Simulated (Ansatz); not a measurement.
Theory: DFT PBE, scalar-relativistic, plane waves, PAW (Ansatz 0.2.0). All cells share a 420 eV cutoff and Γ-centred k meshes spaced at most about 0.3 Å⁻¹ (about 0.25 or finer for metals, 2π included). No spin polarisation.

Temperature and zero-point effects are left out.

Two relaxed structures of B3P2:

1.

```
B P
1.0
    -1.57825    1.57825   10.93202
     1.57825   -1.57825   10.93202
     1.57825    1.57825  -10.93202
B P
6 4
Direct
  0.39394 0.39394 0.00000
  0.35606 0.85606 0.50000
  0.00000 0.00000 0.00000
  0.60606 0.60606 0.00000
  0.14394 0.64394 0.50000
  0.75000 0.25000 0.50000
  0.80305 0.80305 0.00000
  0.94695 0.44694 0.50000
  0.55305 0.05305 0.50000
  0.19695 0.19695 0.00000
```

2.

```
B P
1.0
     3.18531    0.00000    0.00000
     0.00000    3.18531    0.00000
     0.00000    0.00000    6.11965
B P
3 2
Direct
  0.50000 0.50000 0.63444
  0.50000 0.50000 0.36556
  0.00000 0.00000 0.00000
  0.50000 0.00000 0.80849
  0.00000 0.50000 0.19151
```

Task: Which form is favoured at zero pressure, and by what margin per atom?

Result: Cell 1 is lower, by 169 meV/atom. Cell 1 has B and P ordered on diamond sites, space group I4_1/amd (No. 141), 10.9 Å³/atom and no gap on its mesh; cell 2 has space group P-4m2 (No. 115), 12.4 Å³/atom and no gap. Cell 1 holds B–B chains (shortest 1.78 Å); cell 2 holds B–B pairs (shortest 1.65 Å). The denser one is the lower, and pressure would at first widen the difference. In cell 1, around B on a site of symmetry 2mm lie 2 B at 1.78 Å and 2 P at 1.96 Å; B on a site of symmetry -4m2 is surrounded by 4 P at 1.96 Å; around P lie 4 B at 1.96 Å. In cell 2, B on a site of symmetry 2mm has 1 B at 1.65 Å and 2 P at 1.92 Å; around B on a site of symmetry -4m2 lie 4 P at 1.98 Å; around P lie 4 B at 1.92–1.98 Å. Both come from invented guesses.

In P-4m2 an odd number of electrons in the primitive cell allows no gap without spin; a larger cell or a magnetic state could open one. Cells relaxed within their symmetry can be saddle points.
